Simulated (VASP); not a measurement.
# CdS (P6_3mc) in VASP: settings compared, part 2 of 2

VASP 6.6.1. Earlier steps stand in the parts before.

## 4. Band structure, HSE06, spin-orbit coupling, no magnetisation

POSCAR reads:

```
CdS                                     
1.0
    4.1314642995     -0.0000000000      0.0000000000
   -2.0657321498      3.5779530424     -0.0000000000
   -0.0000000000      0.0000000000      6.7246185130
  Cd              S             
     2     2
Direct
     0.3333333300000021    0.6666666699999979    0.9993193371701267
     0.6666666699999979    0.3333333300000021    0.4993193371701266
     0.3333333300000021    0.6666666699999979    0.3756806628298734
     0.6666666699999979    0.3333333300000021    0.8756806628298733
```

INCAR.step1 reads:

```
SYSTEM = CdS
PREC = Accurate
ENCUT = 520
EDIFF = 1E-5
ISMEAR = 0
SIGMA = 0.03
LREAL = .False.
LASPH = .True.
NELM = 80
ALGO = Normal
ISIF = 2
LWAVE = .True.
LCHARG = .False.
LNONCOLLINEAR = .True.
MAGMOM = 0 0 0 0 0 0 0 0 0 0 0 0
LORBIT = 11
LSORBIT = .True.
GGA_COMPAT = .False.
NBANDS = 52
KPAR = 4
GGA = PE
```

INCAR.step2 reads:

```
SYSTEM = CdS
PREC = Accurate
ENCUT = 520
EDIFF = 1E-6
ISMEAR = 0
SIGMA = 0.03
LREAL = .False.
LASPH = .True.
NELM = 80
ALGO = Normal
ISIF = 2
LWAVE = .False.
LCHARG = .False.
LNONCOLLINEAR = .True.
MAGMOM = 0 0 0 0 0 0 0 0 0 0 0 0
LORBIT = 11
LSORBIT = .True.
GGA_COMPAT = .False.
GGA = PE
LHFCALC = .True.
HFSCREEN = 0.2
PRECFOCK = Fast
NBANDS = 52
KPAR = 4
ISTART = 1
```

KPOINTS reads:

```
Automatic mesh
0
Gamma
  6 6 2
  0 0 0
```

KPOINTS_OPT reads:

```
explicit points
6
Reciprocal
 0.0000000000  0.0000000000  0.0000000000 1
 0.0000000000  0.0000000000  0.5000000000 1
 0.3333333333  0.3333333333  0.5000000000 1
 0.3333333333  0.3333333333  0.0000000000 1
 0.5000000000  0.0000000000  0.5000000000 1
 0.5000000000  0.0000000000  0.0000000000 1
```

Potentials or basis: VASP PAW PBE potentials, release 64 (Cd, S).

Launch:

```
cat potpaw_PBE.64/Cd/POTCAR potpaw_PBE.64/S/POTCAR > POTCAR
cp INCAR.step1 INCAR
mpirun -np 4 vasp_ncl > vasp.out
cp INCAR.step2 INCAR
mpirun -np 4 vasp_ncl > vasp.out
```

Wall time 54 min (4 MPI ranks of Intel Xeon 6975P-C (Granite Rapids), shared host); peak memory 0.75 GiB.

The run converged. Its results:

```
Free energy                                           : -15.3327 eV
Pressure                                              : 1.9 GPa
Largest force                                         : 0.003 eV/Å
Valence electrons inside the program's atomic spheres : Cd 10.33; S 3.75
```

Forces on the atoms (eV/Å):
```
Cd   0.000  0.000 -0.003
Cd   0.000  0.000 -0.003
S    0.000  0.000  0.003
S    0.000  0.000  0.003
```

Stress tensor (GPa, compression positive):
```
1.90 0.00 0.00
0.00 1.90 0.00
0.00 0.00 1.80
```

Caveat: the k mesh is coarse (spacing up to 0.47 Å⁻¹), so the values aren't converged, least of all with exact exchange; the PAW data sets were made with another functional, which shifts forces and pressure a little.

## 5. Band structure, PBEsol

INCAR reads:

```
PREC     = Accurate       # precision mode
ENCUT    = 520            # plane-wave cutoff, eV
EDIFF    = 1E-6           # SCF threshold, eV
ISMEAR   = 0              # smearing method
SIGMA    = 0.03           # smearing width, eV
LREAL    = F              # projectors in reciprocal space
LASPH    = T              # aspherical terms in the spheres
NELM     = 80             # most SCF steps
ALGO     = Fast           # electronic algorithm
ISIF     = 2              # what is computed and relaxed
LWAVE    = F              # write WAVECAR
LCHARG   = F              # write CHGCAR
GGA      = PS             # functional
NBANDS   = 26             # bands
ICORELEVEL= 1
```

KPOINTS reads:

```
Automatic mesh
0
Gamma
  9 9 4
```

POSCAR reads:

```
CdS                                     
1.0
    4.1314642933      0.0000000000      0.0000000000
   -2.0657321467      3.5779530371      0.0000000000
   -0.0000000000      0.0000000000      6.7246185049
  Cd              S             
     2     2
Direct
     0.3333333300000021    0.6666666699999979    0.9993193368878834
     0.6666666699999979    0.3333333300000021    0.4993193368878836
     0.3333333300000021    0.6666666699999979    0.3756806631121164
     0.6666666699999979    0.3333333300000021    0.8756806631121166
```

KPOINTS_OPT reads:

```
explicit points
96
Reciprocal
 0.0000000000  0.0000000000  0.0000000000 1
 0.0555555556  0.0000000000  0.0000000000 1
 0.1111111111  0.0000000000  0.0000000000 1
 0.1666666667  0.0000000000  0.0000000000 1
 0.2222222222  0.0000000000  0.0000000000 1
 0.2777777778  0.0000000000  0.0000000000 1
 0.3333333333  0.0000000000  0.0000000000 1
 0.3888888889  0.0000000000  0.0000000000 1
 0.4444444444  0.0000000000  0.0000000000 1
 0.5000000000  0.0000000000  0.0000000000 1
 0.5000000000  0.0000000000  0.0000000000 1
 0.4814814815  0.0370370370  0.0000000000 1
 0.4629629630  0.0740740741  0.0000000000 1
 0.4444444444  0.1111111111  0.0000000000 1
 0.4259259259  0.1481481481  0.0000000000 1
 0.4074074074  0.1851851852  0.0000000000 1
 0.3888888889  0.2222222222  0.0000000000 1
 0.3703703703  0.2592592592  0.0000000000 1
 0.3518518518  0.2962962963  0.0000000000 1
 0.3333333333  0.3333333333  0.0000000000 1
 0.3333333333  0.3333333333  0.0000000000 1
 0.2962962963  0.2962962963  0.0000000000 1
 0.2592592592  0.2592592592  0.0000000000 1
 0.2222222222  0.2222222222  0.0000000000 1
 0.1851851852  0.1851851852  0.0000000000 1
 0.1481481481  0.1481481481  0.0000000000 1
 0.1111111111  0.1111111111  0.0000000000 1
 0.0740740741  0.0740740741  0.0000000000 1
 0.0370370370  0.0370370370  0.0000000000 1
 0.0000000000  0.0000000000  0.0000000000 1
 0.0000000000  0.0000000000  0.0000000000 1
 0.0000000000  0.0000000000  0.0555555556 1
 0.0000000000  0.0000000000  0.1111111111 1
 0.0000000000  0.0000000000  0.1666666667 1
 0.0000000000  0.0000000000  0.2222222222 1
 0.0000000000  0.0000000000  0.2777777778 1
 0.0000000000  0.0000000000  0.3333333333 1
 0.0000000000  0.0000000000  0.3888888889 1
 0.0000000000  0.0000000000  0.4444444444 1
 0.0000000000  0.0000000000  0.5000000000 1
 0.0000000000  0.0000000000  0.5000000000 1
 0.0555555556  0.0000000000  0.5000000000 1
 0.1111111111  0.0000000000  0.5000000000 1
 0.1666666667  0.0000000000  0.5000000000 1
 0.2222222222  0.0000000000  0.5000000000 1
 0.2777777778  0.0000000000  0.5000000000 1
 0.3333333333  0.0000000000  0.5000000000 1
 0.3888888889  0.0000000000  0.5000000000 1
 0.4444444444  0.0000000000  0.5000000000 1
 0.5000000000  0.0000000000  0.5000000000 1
 0.5000000000  0.0000000000  0.5000000000 1
 0.4814814815  0.0370370370  0.5000000000 1
 0.4629629630  0.0740740741  0.5000000000 1
 0.4444444444  0.1111111111  0.5000000000 1
 0.4259259259  0.1481481481  0.5000000000 1
 0.4074074074  0.1851851852  0.5000000000 1
 0.3888888889  0.2222222222  0.5000000000 1
 0.3703703703  0.2592592592  0.5000000000 1
 0.3518518518  0.2962962963  0.5000000000 1
 0.3333333333  0.3333333333  0.5000000000 1
 0.3333333333  0.3333333333  0.5000000000 1
 0.2962962963  0.2962962963  0.5000000000 1
 0.2592592592  0.2592592592  0.5000000000 1
 0.2222222222  0.2222222222  0.5000000000 1
 0.1851851852  0.1851851852  0.5000000000 1
 0.1481481481  0.1481481481  0.5000000000 1
 0.1111111111  0.1111111111  0.5000000000 1
 0.0740740741  0.0740740741  0.5000000000 1
 0.0370370370  0.0370370370  0.5000000000 1
 0.0000000000  0.0000000000  0.5000000000 1
 0.5000000000  0.0000000000  0.5000000000 1
 0.5000000000  0.0000000000  0.4444444444 1
 0.5000000000  0.0000000000  0.3888888889 1
 0.5000000000  0.0000000000  0.3333333333 1
 0.5000000000  0.0000000000  0.2777777778 1
 0.5000000000  0.0000000000  0.2222222222 1
 0.5000000000  0.0000000000  0.1666666667 1
 0.5000000000  0.0000000000  0.1111111111 1
 0.5000000000  0.0000000000  0.0555555556 1
 0.5000000000  0.0000000000  0.0000000000 1
 0.3333333333  0.3333333333  0.0000000000 1
 0.3333333333  0.3333333333  0.0555555556 1
 0.3333333333  0.3333333333  0.1111111111 1
 0.3333333333  0.3333333333  0.1666666667 1
 0.3333333333  0.3333333333  0.2222222222 1
 0.3333333333  0.3333333333  0.2777777778 1
 0.3333333333  0.3333333333  0.3333333333 1
 0.3333333333  0.3333333333  0.3888888889 1
 0.3333333333  0.3333333333  0.4444444444 1
 0.3333333333  0.3333333333  0.5000000000 1
 0.0000000000  0.0000000000  0.0000000000 1
 0.0000000000  0.0000000000  0.5000000000 1
 0.3333333333  0.3333333333  0.5000000000 1
 0.3333333333  0.3333333333  0.0000000000 1
 0.5000000000  0.0000000000  0.5000000000 1
 0.5000000000  0.0000000000  0.0000000000 1
```

Potentials or basis: VASP PAW PBE potentials, release 64 (Cd, S).

Launch:

```
cat potpaw_PBE.64/Cd/POTCAR potpaw_PBE.64/S/POTCAR > POTCAR
mpirun -np 1 vasp_std > vasp.out
```

OUTCAR:

```text
PREC = Accurate
   ENCUT = 520
   EDIFF = 1E-6
   ISMEAR = 0
   LREAL = F
   LASPH = T
   NELM = 80
   ISIF = 2
   GGA = PS

 ion  position               nearest neighbor table
   1  0.333  0.667  0.999-   4 2.53   4 2.53   4 2.53   3 2.53
   2  0.667  0.333  0.499-   3 2.53   3 2.53   3 2.53   4 2.53
   3  0.333  0.667  0.376-   2 2.53   2 2.53   2 2.53   1 2.53
   4  0.667  0.333  0.876-   1 2.53   1 2.53   1 2.53   2 2.53

  LATTYP: Found a hexagonal cell.
 ALAT       =     4.1314642933
[... 493 lines left out ...]

  FORCE on cell =-STRESS in cart. coord.  units (eV):
  Direction    XX          YY          ZZ          XY          YZ          ZX
  --------------------------------------------------------------------------------------
  -------------------------------------------------------------------------------------
  Total        0.0514186      0.0514186      0.0565906     -0.0000000      0.0000000      0.0000000
  in kB        0.8287513      0.8287513      0.9121124     -0.0000000      0.0000000      0.0000000
  external PRESSURE =       0.8565383 kB  Pullay stress =       0.0000000 kB

 VOLUME and BASIS-vectors are now :
 -----------------------------------------------------------------------------
  energy-cutoff  :      520.00
  volume of cell :       99.40
      direct lattice vectors                 reciprocal lattice vectors
     4.131464293  0.000000000  0.000000000     0.242044933  0.139744707  0.000000000
    -2.065732147  3.577953037  0.000000000     0.000000000  0.279489415  0.000000000
     0.000000000  0.000000000  6.724618505     0.000000000  0.000000000  0.148707321

 POSITION                                       TOTAL-FORCE (eV/Angst)
 -----------------------------------------------------------------------------------
     -0.00000      2.38530      6.72004         0.000000     -0.000000     -0.002976
      2.06573      1.19265      3.35773         0.000000      0.000000     -0.002976
     -0.00000      2.38530      2.52631        -0.000000      0.000000      0.002976
      2.06573      1.19265      5.88862        -0.000000     -0.000000      0.002976
 -----------------------------------------------------------------------------------
    total drift:                               -0.000015      0.000008     -0.001478

  FREE ENERGIE OF THE ION-ELECTRON SYSTEM (eV)
  ---------------------------------------------------
  free  energy   TOTEN  =       -13.6336074743 eV

  energy  without entropy=      -13.6336074743  energy(sigma->0) =      -13.63360747
```

OSZICAR:

```text
N       E                     dE             d eps       ncg     rms          rms(c)
DAV:   1     0.244672083683E+03    0.24467E+03   -0.17474E+04  1872   0.127E+03
DAV:   2    -0.118390124417E+01   -0.24586E+03   -0.23720E+03  2024   0.318E+02
DAV:   3    -0.144902905433E+02   -0.13306E+02   -0.13223E+02  2262   0.746E+01
[... 31 lines left out ...]
DAV:   9    -0.629363149772E+04   -0.14259E-06     1050
       N       E                     dE             ncg
DAV:   1     0.113799654372E+05   -0.23877E+05     1248
DAV:   2     0.563505178282E+04   -0.57449E+04     1372
DAV:   3     0.535063086294E+04   -0.28442E+03     1536
DAV:   4     0.534807013310E+04   -0.25607E+01     1378
DAV:   5     0.534803285496E+04   -0.37278E-01     1544
DAV:   6     0.534803203354E+04   -0.82142E-03     1434
DAV:   7     0.534803201126E+04   -0.22283E-04     1542
DAV:   8     0.534803201069E+04   -0.56749E-06     1036
```

stdout:

```text
POSCAR found type information on POSCAR CdS
 POSCAR found :  2 types and       4 ions
 scaLAPACK will be used
 -----------------------------------------------------------------------------
|                                                                             |
|                                                                             |
|     You enforced a specific xc type in the INCAR file but a different       |
|     I HOPE YOU KNOW WHAT YOU ARE DOING!                                     |
|                                                                             |
 -----------------------------------------------------------------------------

 LDA part: xc-table for (Slater+PW92), standard interpolation
 POSCAR, INCAR and KPOINTS ok, starting setup
 FFT: planning ... GRIDC
 FFT: planning ... GRID_SOFT
 FFT: planning ... GRID
 WAVECAR not read
 entering main loop
 Start KPOINTS_OPT (optional k-point list driver)
k-point batch [1-36\96]
k-point batch [37-72\96]
k-point batch [73-96\96]
```

Wall time 72 s (1 thread of Intel Xeon 6975P-C (Granite Rapids), shared host); peak memory 0.31 GiB.

What came out:

```yaml
Free_energy: -13.6336 eV
Pressure: 0.1 GPa
Band_gap_on_the_k_mesh: 1.08 eV, direct
Band_gap_along_the_path: 1.08 eV, direct
```

Forces on the atoms (eV/Å):
```
Cd   0.000  0.000 -0.003
Cd   0.000  0.000 -0.003
S    0.000  0.000  0.003
S    0.000  0.000  0.003
```

Levels at the corners of the path, in eV from the valence-band top:
```csv
point,band 16,band 17,band 18,band 19,band 20,band 21
Γ,-0.05,0.00,0.00,1.08,2.68,6.38
M,-1.91,-1.33,-0.77,3.63,3.76,4.97
M,-1.91,-1.33,-0.77,3.63,3.76,4.97
K,-1.89,-1.89,-1.69,4.50,5.06,5.06
K,-1.89,-1.89,-1.69,4.50,5.06,5.06
Γ,-0.05,0.00,0.00,1.08,2.68,6.38
Γ,-0.05,0.00,0.00,1.08,2.68,6.38
A,-0.40,-0.40,-0.40,2.75,2.75,6.07
A,-0.40,-0.40,-0.40,2.75,2.75,6.07
L,-1.37,-1.36,-1.36,3.35,3.35,5.27
L,-1.37,-1.36,-1.36,3.35,3.35,5.27
H,-2.49,-1.14,-1.14,4.29,4.29,5.97
H,-2.49,-1.14,-1.14,4.29,4.29,5.97
A,-0.40,-0.40,-0.40,2.75,2.75,6.07
L,-1.37,-1.36,-1.36,3.35,3.35,5.27
M,-1.91,-1.33,-0.77,3.63,3.76,4.97
K,-1.89,-1.89,-1.69,4.50,5.06,5.06
H,-2.49,-1.14,-1.14,4.29,4.29,5.97
```

Core levels (eV, on the scale of the bands):
```tsv
atom	levels
1 Cd	1s -26514.0, 2s -3931.2, 2p -3526.4, 3s -728.0, 3p -595.3, 3d -387.8, 4s -100.2, 4p -61.2
2 Cd	1s -26514.0, 2s -3931.2, 2p -3526.4, 3s -728.0, 3p -595.3, 3d -387.8, 4s -100.2, 4p -61.2
3 S	1s -2397.4, 2s -203.4, 2p -148.2
4 S	1s -2397.4, 2s -203.4, 2p -148.2
```

Caveat: the PAW data sets were made with another functional, which shifts forces and pressure a little.

## 6. Overview

```csv
level,potentials or basis,spin,k mesh,grid for exact exchange (PRECFOCK),screening parameter,mesh quality,gap on the mesh (eV),pressure (GPa)
TB-mBJ,"VASP PAW PBE potentials, release 64 (Cd, S)","SOC, no magnetisation",6 × 6 × 3,-,-,not flagged,-,-
LDA,"VASP PAW LDA potentials, release 64 (Cd, S)",off,9 × 9 × 4,-,-,not flagged,0.96,-2.1
HSE06,"VASP PAW PBE potentials, release 64 (Cd, S)","SOC, no magnetisation",6 × 6 × 2,Fast,0.2 1/A,coarse,-,1.9
PBEsol,"VASP PAW PBE potentials, release 64 (Cd, S)",off,9 × 9 × 4,-,-,not flagged,1.08,0.1
```

Alike in all rows: task band structure; cell as given; cutoff (eV) 520; smearing gaussian 0.03 eV.

Caveats: some runs use coarse meshes; the PAW data sets were made with another functional, which shifts forces and pressure a little (some runs).

Total energies depend on the potentials used, so only differences within one code and one set of settings carry meaning.

## 7. Against experiment

Step 3. Measured gap of CdS: 2.5809 eV (quoted in “Isotope dependence of band-gap energy”, 2008, arxiv:0807.2152). This calculation gives 0.96 eV (-1.62 eV). So large a miss can be the level of theory's own, or it may mean another phase, state or a wrong row. Spin-orbit coupling on Cd is left out. The value is that of LDA, without temperature or zero-point motion. Semilocal functionals fall short of measured gaps as a rule.

Step 5. Measured gap of CdS: 2.5809 eV (quoted in “Isotope dependence of band-gap energy”, 2008, arxiv:0807.2152). This calculation gives 1.08 eV (-1.50 eV). So large a miss can be the level of theory's own, or it may mean another phase, state or a wrong row. Spin-orbit coupling on Cd is left out. The value is that of PBEsol, without temperature or zero-point motion. Semilocal functionals fall short of measured gaps as a rule.
